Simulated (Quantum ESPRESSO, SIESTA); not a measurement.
This is a calculation of AlN for Quantum ESPRESSO 7.5. 

Contents of pw.in:

```
&CONTROL
  calculation = 'scf'
  prefix = 'pwscf'
  outdir = './tmp'
  pseudo_dir = './pseudo'
  tprnfor = .true.
  tstress = .true.
  disk_io = 'nowf'
/
&SYSTEM
  ibrav = 0
  nat = 4
  ntyp = 2
  ecutwfc = 60
  ecutrho = 480
  nbnd = 14
  occupations = 'smearing'
  smearing = 'fd'
  degauss = 0.00367493
/
&ELECTRONS
  conv_thr = 8d-10
  electron_maxstep = 120
  mixing_beta = 0.5
/
ATOMIC_SPECIES
Al    26.9815 Al.pbe-n-kjpaw_psl.1.0.0.UPF
N     14.0070 N.pbe-n-radius_5.UPF
CELL_PARAMETERS angstrom
   3.1130000000    0.0000000000    0.0000000000
  -1.5565000000    2.6959370820    0.0000000000
   0.0000000000    0.0000000000    4.9810000000
ATOMIC_POSITIONS crystal
Al     0.6666666667    0.3333333333    0.5000000000
Al     0.3333333333    0.6666666667    0.0000000000
N      0.6666666667    0.3333333333    0.8800000000
N      0.3333333333    0.6666666667    0.3800000000
K_POINTS automatic
10 10 6 0 0 0
```

Potentials or basis: SSSP 1.3 efficiency PBE.

Launch:

```sh
$ OMP_NUM_THREADS=1 pw.x -in pw.in > pw.out
```

Question: What does the same run look like in SIESTA 5.4.2? Potentials or basis there: files PseudoDojo sr-pbe-0.4.1-standard, DZP (energy shift 0.003 Ry).

Answer: As run (cutoffs and basis follow the program's own potentials, and thresholds, step limits or extra output files can differ):

The input AlN.fdf:

```
SystemName                      AlN
SystemLabel                     AlN
NumberOfSpecies                 2
NumberOfAtoms                   4
%block ChemicalSpeciesLabel
  1  13 Al
  2   7 N
%endblock ChemicalSpeciesLabel

LatticeConstant                 1.0 Ang
%block LatticeVectors
     3.1130000000     0.0000000000     0.0000000000
    -1.5565000000     2.6959370820     0.0000000000
     0.0000000000     0.0000000000     4.9810000000
%endblock LatticeVectors
AtomicCoordinatesFormat         Fractional
%block AtomicCoordinatesAndAtomicSpecies
     0.6666666667     0.3333333333     0.5000000000  1  Al
     0.3333333333     0.6666666667     0.0000000000  1  Al
     0.6666666667     0.3333333333     0.8800000000  2  N
     0.3333333333     0.6666666667     0.3800000000  2  N
%endblock AtomicCoordinatesAndAtomicSpecies

%block kgrid.MonkhorstPack
   10   0   0  0.0
    0  10   0  0.0
    0   0   6  0.0
%endblock kgrid.MonkhorstPack
XC.Functional                   GGA
XC.Authors                      PBE
PAO.BasisSize                   DZP
PAO.EnergyShift                 0.003 Ry
Mesh.Cutoff                     800 Ry
OccupationFunction              FD
ElectronicTemperature           0.05 eV
MaxSCFIterations                120
SCF.MustConverge                false
SCF.Mixer.Method                Pulay
SCF.Mixer.Weight                0.25
SCF.Mixer.History               8
SCF.DM.Tolerance                5.0e-05
SCF.H.Tolerance                 1.0e-03 eV
WriteForces                     true
Charge.Mulliken                 end
Charge.Hirshfeld                end
Charge.Voronoi                  end
SaveRho                         true
SaveElectrostaticPotential      true
```

Potentials or basis: PseudoDojo 0.4 standard (PBE files), converted to PSML, two zetas on semicore shells, DZP (energy shift 0.003 Ry).

The run is started by

```bash
$ siesta < AlN.fdf > AlN.out 2>&1
```

Both were run:

|  | Quantum ESPRESSO | SIESTA |
| --- | --- | --- |
| Pressure | 3.8 GPa | 5.1 GPa |
| Largest force | 0.131 eV/Å | 0.134 eV/Å |

Pressure is positive in compression.
